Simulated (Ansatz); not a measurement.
Crystal: CsPbCl3.

```
CELL_PARAMETERS angstrom
5.60500 0.00000 0.00000
0.00000 5.60500 0.00000
0.00000 0.00000 5.60500
ATOMIC_POSITIONS crystal
Pb 0.50000 0.50000 0.50000
Cs 0.00000 0.00000 0.00000
Cl 0.50000 0.00000 0.50000
Cl 0.00000 0.50000 0.50000
Cl 0.50000 0.50000 0.00000
```

Base run:

* Program: Ansatz 0.2.0
* Functional: PBE
* Potentials or basis: Ansatz PAW
* Cutoff: 420 eV (not typed: the program's choice for these potentials)
* k mesh: 4 × 4 × 4
* Occupations: fermi-dirac, width 0.05 eV
* Spin: spin-orbit coupling, no magnetisation

Its results: band gap on the k mesh 0.70 eV, direct; pressure 1.8 GPa.

Q: The run is repeated on the same cell with these changes: functional from PBE to PBEsol. What comes out?

A: Band gap on the k mesh 0.58 eV, direct; pressure 0.2 GPa.

PBEsol binds more tightly than PBE, so the same cell stands under less pressure.

Caveats: the PAW data sets come from PBE, with cores solved anew for the run's functional, which leaves a small shift of forces and pressure (some runs).
